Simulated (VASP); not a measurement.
# AlP in VASP: notebook

AlP is run at these levels: LDA; tasks: single point.

Everything below comes from runs of VASP 6.6.1. Logs are shortened: lines on timing, memory, paths and dates and some standing lists are left out, and cuts for length are marked.

**The experiment to reproduce.**

From a printed reference work, data compilation, for a bulk crystal of AlP at 4.2 K: band gap 2.505 eV (indirect).

The runs below are set against these values where they give the same quantity.

## 1. The cell of the first run

Symmetry: F-43m, No. 216, cubic system. Conventional cell: a = 5.407 Å, b = 5.407 Å, c = 5.407 Å, α = 90.00°, β = 90.00°, γ = 90.00°. Al (site symmetry -43m) has 4 P at 2.34 Å within 3.1 Å. P (site symmetry -43m) has 4 Al at 2.34 Å within 3.1 Å.

## 2. Single point, LDA

File INCAR:

```
SYSTEM = AlP
PREC = Accurate ; ENCUT = 500
EDIFF = 1E-6 ; ISMEAR = 0
SIGMA = 0.01 ; LREAL = .FALSE.
LASPH = .TRUE. ; NELM = 120
ALGO = Normal ; ISIF = 2
LWAVE = .FALSE. ; LCHARG = .FALSE.
GGA = CA ; NBANDS = 11
GGA_COMPAT = .FALSE.
```

File KPOINTS:

```
Automatic mesh
0
G
  8 8 8
  0 0 0
```

File POSCAR:

```
AlP
1.0
    0.0000000000      2.7033413086      2.7033413086
    2.7033413086      0.0000000000      2.7033413086
    2.7033413086      2.7033413086      0.0000000000
Al P
1 1
Direct
    0.0000000000      0.0000000000      0.0000000000
    0.7500000000      0.7500000000      0.7500000000
```

Potentials or basis: VASP PAW LDA potentials, release 64 (Al, P).

On the command line:

```sh
$ cat potpaw_LDA.64/Al/POTCAR potpaw_LDA.64/P/POTCAR > POTCAR
$ mpirun -np 1 vasp_std > vasp.out
```

OUTCAR:

```text
SYSTEM = AlP
   PREC = Accurate
   ENCUT = 500
   EDIFF = 1E-6
   ISMEAR = 0
   LREAL = .FALSE.
   LASPH = .TRUE.
   NELM = 120
   ISIF = 2
   GGA = CA

 ion  position               nearest neighbor table
   1  0.000  0.000  0.000-   2 2.34   2 2.34   2 2.34   2 2.34
   2  0.750  0.750  0.750-   1 2.34   1 2.34   1 2.34   1 2.34

  LATTYP: Found a face centered cubic cell.
 ALAT       =     5.4066826172

  Lattice vectors:

 A1 = (   0.0000000000,   2.7033413086,   2.7033413086)
 A2 = (   2.7033413086,   0.0000000000,   2.7033413086)
 A3 = (   2.7033413086,   2.7033413086,   0.0000000000)

Analysis of symmetry for initial positions (statically):
=====================================================================
 Subroutine PRICEL returns:
 Original cell was already a primitive cell.

 Routine SETGRP: Setting up the symmetry group for a
 face centered cubic supercell.

 Subroutine GETGRP returns: Found 24 space group operations
 (whereof 24 operations were pure point group operations)
 out of a pool of 48 trial point group operations.

The static configuration has the point symmetry T_d .

Analysis of symmetry for dynamics (positions and initial velocities):
=====================================================================
 Subroutine PRICEL returns:
 Original cell was already a primitive cell.

 Routine SETGRP: Setting up the symmetry group for a
 face centered cubic supercell.

 Subroutine GETGRP returns: Found 24 space group operations
 (whereof 24 operations were pure point group operations)
 out of a pool of 48 trial point group operations.

The dynamic configuration has the point symmetry T_d .

 Subroutine INISYM returns: Found 24 space group operations
 (whereof 24 operations are pure point group operations),
 and found     1 'primitive' translations

----------------------------------------------------------------------------------------

                                     Primitive cell

  volume of cell :      39.5123

  direct lattice vectors                    reciprocal lattice vectors
     0.000000000  2.703341309  2.703341309    -0.184956298  0.184956298  0.184956298
     2.703341309  0.000000000  2.703341309     0.184956298 -0.184956298  0.184956298
     2.703341309  2.703341309  0.000000000     0.184956298  0.184956298 -0.184956298

  length of vectors
     3.823101942  3.823101942  3.823101942     0.320353705  0.320353705  0.320353705

  position of ions in fractional coordinates (direct lattice)
     0.000000000  0.000000000  0.000000000
     0.750000000  0.750000000  0.750000000

  ion indices of the primitive-cell ions
[... 79 lines left out ...]
   IBRION =     -1    ionic relax: 0-MD 1-quasi-New 2-CG
   NFREE  =      0    steps in history (QN), initial steepest desc. (CG)
   ISIF   =      2    stress and relaxation
   ISYM   =      2    0-nonsym 1-usesym 2-fastsym
   POTIM  = 0.5000    time-step for ionic-motion
   TEBEG  =    0.0;   TEEND  =   0.0 temperature during run
   PSTRESS=    0.0 pullay stress
   NELECT =       8.0000    total number of electrons
   NUPDOWN=      -1.0000    fix difference up-down
   EMIN   =  10.00;   EMAX   =-10.00  energy-range for DOS
   EFERMI =   0.00;   METHOD = LEGACY
   ISMEAR =     0;   SIGMA  =   0.01  broadening in eV -4-tet -1-fermi 0-gaus
   EFERMI_NEDOS =   21; number of points for ismear=-14 and -15
   IALGO  =     38    algorithm
   IMIX   =      4    mixing-type and parameters
     AMIX     =   0.40;   BMIX     =  1.00
     AMIX_MAG =   1.60;   BMIX_MAG =  1.00
  volume/ion in A,a.u.               =      19.76       133.32
  Fermi-wavevector in a.u.,A,eV,Ry     =   0.961304  1.816601 12.573209  0.924105
  Thomas-Fermi vector in A             =   2.090664
   LORBIT       =      0    0 simple, 1 ext, 2 COOP (PROOUT), +10 PAW based schemes
   GGA     = CA    functional components
   LHFCALC =     F    Hartree Fock is set to
   AEXX    =    0.0000 exact exchange contribution
   IVDW    =     0    specifies the selected vdW correction
   LEPSILON=     F    determine dielectric tensor
   LRPA    =     F    only Hartree local field effects (RPA)
 non-spin polarized calculation
 Gauss-broadening in eV      SIGMA  =   0.01
  energy-cutoff  :      500.00
  volume of cell :       39.51
 maximum number of plane-waves:      1018
   NGX = 13   NGY = 13   NGZ = 13

 number of electron       7.9999999 magnetization

 Free energy of the ion-electron system (eV)
  ---------------------------------------------------
  ext. energy  EPLUGINS =         0.00000000
  ---------------------------------------------------
  free energy    TOTEN  =       -11.40938303 eV

  energy without entropy =      -11.40938303  energy(sigma->0) =      -11.40938303

 E-fermi :   4.8416     XC(G=0):  -9.5608

 val. band max:        4.7248597874   @ k =   0.0000   0.0000   0.0000
 cond. band min:       6.1089694887   @ k =   0.5000   0.5000   0.0000
 fundamental gap:      1.3841097013
 Fermi energy:         4.8416181363

 k-point     1 :       0.0000    0.0000    0.0000
  band No.  band energies     occupation
      1      -6.9516      2.00000
      2       4.7249      2.00000
      3       4.7249      2.00000
      4       4.7249      2.00000
      5       8.0960      0.00000
      6       9.2378      0.00000
      7       9.2378      0.00000
      8       9.2378      0.00000
      9      13.5706      0.00000
     10      13.5706      0.00000
     11      14.9196      0.00000
[... 309 lines left out ...]
 k-point    24 :      -0.3750    0.2500    0.1250
  band No.  band energies     occupation
      1      -4.8500      2.00000
      2      -0.6043      2.00000
      3       2.0269      2.00000
      4       3.1754      2.00000
      5       8.5971      0.00000
      6       9.1854      0.00000
      7      11.6210      0.00000
      8      12.4286      0.00000
      9      13.7347      0.00000
     10      16.1883      0.00000
     11      17.5676      0.00000

 [... further k-points ...]
[... 5 lines left out ...]
  --------------------------------------------------------------------------------------
  -------------------------------------------------------------------------------------
  Total        0.3596421      0.3596421      0.3596421      0.0000000      0.0000000      0.0000000
  in kB       14.5830523     14.5830523     14.5830523      0.0000000      0.0000000      0.0000000
  external PRESSURE =      14.5830523 kB  Pullay stress =       0.0000000 kB

 VOLUME and BASIS-vectors are now :
 -----------------------------------------------------------------------------
  energy-cutoff  :      500.00
  volume of cell :       39.51
      direct lattice vectors                 reciprocal lattice vectors
     0.000000000  2.703341309  2.703341309    -0.184956298  0.184956298  0.184956298
     2.703341309  0.000000000  2.703341309     0.184956298 -0.184956298  0.184956298
     2.703341309  2.703341309  0.000000000     0.184956298  0.184956298 -0.184956298

 POSITION                                       TOTAL-FORCE (eV/Angst)
 -----------------------------------------------------------------------------------
      0.00000      0.00000      0.00000        -0.000000     -0.000000     -0.000000
      4.05501      4.05501      4.05501         0.000000      0.000000      0.000000
 -----------------------------------------------------------------------------------
    total drift:                                0.000000      0.000000      0.000000

  FREE ENERGIE OF THE ION-ELECTRON SYSTEM (eV)
  ---------------------------------------------------
  free  energy   TOTEN  =       -11.4093830339 eV

  energy  without entropy=      -11.4093830339  energy(sigma->0) =      -11.40938303
```

OSZICAR:

```text
N       E                     dE             d eps       ncg     rms          rms(c)
DAV:   1     0.925955830264E+01    0.92596E+01   -0.30250E+03   646   0.537E+02
DAV:   2    -0.110057566088E+02   -0.20265E+02   -0.18845E+02   868   0.865E+01
DAV:   3    -0.118473537245E+02   -0.84160E+00   -0.83967E+00   792   0.170E+01
DAV:   4    -0.118543122915E+02   -0.69586E-02   -0.69581E-02   777   0.187E+00
DAV:   5    -0.118544011051E+02   -0.88814E-04   -0.88813E-04   800   0.204E-01    0.477E+00
DAV:   6    -0.114825130960E+02    0.37189E+00   -0.69174E-01   727   0.307E+00    0.299E+00
DAV:   7    -0.114145120200E+02    0.68001E-01   -0.23406E-01   768   0.191E+00    0.147E+00
DAV:   8    -0.114095414778E+02    0.49705E-02   -0.17640E-02   731   0.618E-01    0.180E-01
DAV:   9    -0.114093699080E+02    0.17157E-03   -0.12186E-03   743   0.176E-01    0.537E-02
DAV:  10    -0.114093804853E+02   -0.10577E-04   -0.40765E-05   767   0.335E-02    0.200E-02
DAV:  11    -0.114093833719E+02   -0.28867E-05   -0.68912E-06   731   0.140E-02    0.160E-02
DAV:  12    -0.114093830339E+02    0.33805E-06   -0.14044E-06   459   0.500E-03
   1 F= -.11409383E+02 E0= -.11409383E+02  d E =-.205969E-63
```

stdout:

```text
POSCAR found type information on POSCAR AlP
 POSCAR found :  2 types and       2 ions
 scaLAPACK will be used
 LDA part: xc-table for (Slater(with rela. corr.)+CA(PZ))
 , standard interpolation
 POSCAR, INCAR and KPOINTS ok, starting setup
 FFT: planning ... GRIDC
 FFT: planning ... GRID_SOFT
 FFT: planning ... GRID
 WAVECAR not read
 entering main loop
```

Wall time 5.6 s (1 thread of AMD EPYC 9R45 (Zen 5), shared host); peak memory 0.11 GiB.

What came out:

```yaml
Free_energy: -11.4094 eV
Pressure: 1.5 GPa
Band_gap_on_the_k_mesh: 1.38 eV, indirect (least direct gap 3.37 eV)
```

## 3. Single point, LDA

This run uses another cell than the first one, of 20.36 Å³/atom, 1.030 times its volume.

File INCAR:

```
SYSTEM = AlP
  ALGO = Normal
  EDIFF = 1E-6
  ENCUT = 500
  GGA_COMPAT = .FALSE.
  ISIF = 2
  ISMEAR = 0
  LASPH = .TRUE.
  LCHARG = .FALSE.
  LREAL = .FALSE.
  LWAVE = .FALSE.
  NBANDS = 11
  NELM = 120
  PREC = Accurate
  SIGMA = 0.01
```

File KPOINTS:

```
k-points
0
G
  8 8 8
  0 0 0
```

File POSCAR:

```
AlP
1.0
    0.0000000000      2.7305105679      2.7305105679
    2.7305105679      0.0000000000      2.7305105679
    2.7305105679      2.7305105679      0.0000000000
Al P
1 1
Direct
    0.0000000000      0.0000000000      0.0000000000
    0.7500000000      0.7500000000      0.7500000000
```

Potentials or basis: VASP PAW LDA potentials, release 64 (Al, P).

On the command line:

```sh
$ cat potpaw_LDA.64/Al/POTCAR potpaw_LDA.64/P/POTCAR > POTCAR
$ mpirun -np 1 vasp_std > vasp.out
```

Wall time 5.6 s (1 thread of AMD EPYC 9R45 (Zen 5), shared host); peak memory 0.11 GiB.

It converged, with:

* Free energy: -11.4100 eV
* Pressure: -1.3 GPa
* Band gap on the k mesh: 1.44 eV, indirect (least direct gap 3.11 eV)

Levels at points of the mesh, in eV from the valence-band top:
```csv
k point,band 2,band 3,band 4,band 5,band 6,band 7
"(0.00, 0.00, 0.00)",0.00,0.00,0.00,3.11,4.47,4.47
"(0.50, 0.00, 0.00)",-5.58,-0.77,-0.77,2.66,4.73,4.73
"(0.50, 0.50, 0.00)",-5.35,-2.12,-2.12,1.44,2.33,10.88
```

## 4. Single point, LDA

This run uses another cell than the first one, of 20.06 Å³/atom, 1.015 times its volume.

File INCAR:

```
PREC = Accurate
ENCUT = 500
EDIFF = 1E-6
ISMEAR = 0
SIGMA = 0.01
LREAL = F
LASPH = T
NELM = 120
ALGO = Normal
ISIF = 2
LWAVE = F
LCHARG = F
NBANDS = 11
GGA_COMPAT = F
```

File KPOINTS:

```
Automatic mesh
0
Gamma
  10 10 10
```

File POSCAR:

```
AlP
1.0
    0.0000000000      2.7169339346      2.7169339346
    2.7169339346      0.0000000000      2.7169339346
    2.7169339346      2.7169339346      0.0000000000
Al P
1 1
Direct
    0.0000000000      0.0000000000      0.0000000000
    0.7500000000      0.7500000000      0.7500000000
```

On the command line:

```sh
$ cat potpaw_LDA.64/Al/POTCAR potpaw_LDA.64/P/POTCAR > POTCAR
$ mpirun -np 1 vasp_std > vasp.out
```

Wall time 8.6 s (1 thread of AMD EPYC 9R45 (Zen 5), shared host); peak memory 0.11 GiB.

The run converged. Its results:

* Free energy: -11.4132 eV
* Pressure: 0.0 GPa
* Band gap on the k mesh: 1.41 eV, indirect (least direct gap 3.24 eV)

Levels at points of the mesh, in eV from the valence-band top:
| k point | band 2 | band 3 | band 4 | band 5 | band 6 | band 7 |
| --- | --- | --- | --- | --- | --- | --- |
| (0.00, 0.00, 0.00) | 0.00 | 0.00 | 0.00 | 3.24 | 4.49 | 4.49 |
| (0.50, 0.00, 0.00) | -5.64 | -0.78 | -0.78 | 2.72 | 4.74 | 4.74 |
| (0.50, 0.50, 0.00) | -5.40 | -2.15 | -2.15 | 1.41 | 2.33 | 11.01 |

## 5. Single point, LDA (z stretched by -0.5 %, x and y held)

File INCAR:

```
SYSTEM = AlP
  ALGO = Normal
  EDIFF = 1E-6
  ENCUT = 500
  GGA_COMPAT = .False.
  ISIF = 2
  ISMEAR = 0
  LASPH = .True.
  LCHARG = .False.
  LREAL = .False.
  LWAVE = .False.
  NBANDS = 11
  NELM = 120
  PREC = Accurate
  SIGMA = 0.01
```

File KPOINTS:

```
k-points
0
Gamma
  8 8 8
  0 0 0
```

File POSCAR:

```
AlP
1.0
    0.0000000000      2.7169259382      2.7033413086
    2.7169259382      0.0000000000      2.7033413086
    2.7169259382      2.7169259382      0.0000000000
Al P
1 1
Direct
    0.0000000000      0.0000000000      0.0000000000
    0.7500000000      0.7500000000      0.7500000000
```

On the command line:

```sh
$ cat potpaw_LDA.64/Al/POTCAR potpaw_LDA.64/P/POTCAR > POTCAR
$ mpirun -np 1 vasp_std > vasp.out
```

It took 11 s on 1 thread of AMD EPYC 9R45 (Zen 5), shared host; peak memory 0.11 GiB.

It converged, with:

```yaml
Free_energy: -11.4117 eV
Pressure: 0.5 GPa
Band_gap_on_the_k_mesh: 1.37 eV, indirect (least direct gap 3.27 eV)
```

Stress tensor (GPa, compression positive):
```
0.41 0.00 0.00
0.00 0.41 0.00
0.00 0.00 0.72
```

Levels at points of the mesh, in eV from the valence-band top:
```csv
k point,band 1,band 2,band 3,band 4,band 5,band 6,band 7,band 8,band 9
"(0.00, 0.00, 0.00)",-11.63,-0.02,-0.02,0.00,3.27,4.48,4.49,4.49,8.77
"(0.50, 0.00, 0.00)",-9.89,-5.68,-0.82,-0.77,2.72,4.70,4.74,8.11,11.52
"(0.50, 0.50, 0.00)",-9.18,-5.41,-2.20,-2.20,1.37,2.28,11.03,11.03,12.06
"(0.50, 0.00, 0.50)",-9.20,-5.45,-2.16,-2.16,1.40,2.32,10.99,11.09,12.01
```

Caveat: the cell differs from its parent crystal (z stretched by -0.5 %, x and y held). A k mesh can miss the band edges.

## 6. The runs side by side

```tsv
cell	k mesh	gap on the mesh (eV)	pressure (GPa)
a = 3.823 Å, angles 60.0°, 2 atoms	8 × 8 × 8	1.38	1.5
a = 3.862 Å, angles 60.0°, 2 atoms	8 × 8 × 8	1.44	-1.3
a = 3.842 Å, angles 60.0°, 2 atoms	10 × 10 × 10	1.41	0.0
a = 3.833, b = 3.833, c = 3.842 Å, angles 59.9, 59.9, 60.2°, 2 atoms	8 × 8 × 8	1.37	0.5
```

Alike in all rows: task single point; level LDA; potentials or basis VASP PAW LDA potentials, release 64 (Al, P); no spin polarisation; cutoff (eV) 500; smearing gaussian 0.01 eV.

Absolute energies hang on the potentials; compare differences alone.

## 7. Comparison with measurements

Step 2. A measured gap of AlP is 2.505 eV (indirect; 4.2 K; a printed reference work, data compilation); the calculated 1.38 eV misses it by -1.12 eV. The value is that of LDA on a finite k mesh, which can miss the band edges, without temperature or zero-point motion. Semilocal functionals fall short of measured gaps as a rule.

Step 3. A measured gap of AlP is 2.505 eV (indirect; 4.2 K; a printed reference work, data compilation); the calculated 1.44 eV misses it by -1.06 eV. The value is that of LDA on a finite k mesh, which can miss the band edges, without temperature or zero-point motion. Semilocal functionals fall short of measured gaps as a rule.

Step 4. Against the measured gap of AlP, 2.505 eV (indirect; 4.2 K; a printed reference work, data compilation), the calculated 1.41 eV is off by -1.09 eV. The value is that of LDA on a finite k mesh, which can miss the band edges, without temperature or zero-point motion. Semilocal functionals fall short of measured gaps as a rule.
